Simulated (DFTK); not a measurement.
Crystal: InAs.

```
In As
1.0
     0.00000    3.01800    3.01800
     3.01800    0.00000    3.01800
     3.01800    3.01800    0.00000
In As
1 1
Direct
  0.00000 0.00000 0.00000
  0.75000 0.75000 0.75000
```

Base run:

* Program: DFTK 0.8.2
* Functional: PBE
* Potentials or basis: dojo.nc.sr.pbe.v0_4_1.standard.upf (PBE)
* Cutoff: 1143 eV
* k mesh: 8 × 8 × 8
* Occupations: fermi-dirac, width 0.05 eV
* Spin: no spin polarisation

Its results: band gap on the k mesh none (metal or under the smearing width); pressure 4.4 GPa.

Q: The run is repeated on the same cell with these changes: functional from PBE to TASK; potentials or basis from dojo.nc.sr.pbe.v0_4_1.standard.upf (PBE) to cp2k.nc.sr.pbe.v0_1.largecore.gth (PBE, GTH, large core); cutoff from 1143 eV to 707 eV; valence electrons from 28 to 8. What comes out?

A: Band gap on the k mesh 0.61 eV, direct; pressure 3.5 GPa.

Caveats: this crystal is a semiconductor, whose small gap the functional closes, so the metal is an error of the method (some runs); GTH potentials come without recommended cutoffs, and this one wasn't checked for convergence (some runs); the program warned that the kinetic-energy density falls under its von Weizsäcker bound, which can give unphysical results (some runs); the potentials were made for another functional, which shifts forces and pressure (some runs); spin-orbit coupling is left out, which moves the levels of the heavy elements (some runs); this set keeps more shells in the core, which shifts pressures and gaps (some runs).
